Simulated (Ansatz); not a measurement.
The system is V.

```
V
1.0
    -1.51435    1.51435    1.51435
     1.51435   -1.51435    1.51435
     1.51435    1.51435   -1.51435
V
1
Direct
  0.00000 0.00000 0.00000
```

```yaml
Program: Ansatz 0.2.0
Task: single point
Functional: PBEsol
Potentials_or_basis: all-electron LAPW, scalar-relativistic
Cutoff: 257 eV (chosen from the basis error)
Basis_error_allowed: 0.001 eV/atom
k_mesh: 12 × 12 × 12
Occupations: fermi-dirac, width 0.05 eV
Spin: collinear spin, ferromagnetic start
Starting_moments: "[2.0] μB"
```

On this cell: pressure -12.1 GPa; net moment 0.00 μB per cell; band gap on the k mesh none (metal or under the smearing width).

The same run follows on a disturbed copy (cell strained at random at fixed volume):

```
V
1.0
    -1.51699    1.52013    1.57756
     1.49873   -1.47807    1.51724
     1.50658    1.46766   -1.53549
V
1
Direct
  0.01027 0.00456 0.99881
```

Question: What does the disturbed cell give?

Answer: The energy (extrapolated to zero smearing) moves by +3.8 meV/atom; pressure -12.0 GPa; net moment 0.00 μB per cell; band gap on the k mesh none (metal or under the smearing width).

Stress tensor (GPa, compression positive):
```
-11.25   0.02   0.31
  0.02 -10.83  -0.35
  0.31  -0.35 -14.01
```

Caveats: the starting moments weren't kept.
